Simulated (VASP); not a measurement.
Ge:

```
CELL_PARAMETERS angstrom
0.00000 2.82891 2.82891
2.82891 0.00000 2.82891
2.82891 2.82891 0.00000
ATOMIC_POSITIONS crystal
Ge 0.75000 0.75000 0.75000
Ge 0.50000 0.50000 0.50000
```

Base run:

| Property | Result |
| --- | --- |
| Program | VASP 6.6.1 |
| Functional | PBE |
| Potentials or basis | VASP PAW PBE potentials, release 64 (Ge_h) |
| Cutoff | 900 eV |
| k mesh | 8 × 8 × 8 |
| Occupations | fermi-dirac, width 0.05 eV |
| Spin | no spin polarisation |

Its results: pressure 3.8 GPa.

Task: The run is repeated on the same cell with these changes: potentials or basis from VASP PAW PBE potentials, release 64 (Ge_h) to VASP PAW PBE potentials, release 54 (Ge); cutoff from 900 eV to 500 eV; further incar settings from ALGO = Normal; EDIFF = 1e-06 to ALGO = Normal; EDIFF = 1e-07; valence electrons from 28 to 8. What comes out?

Result: Pressure 4.5 GPa.
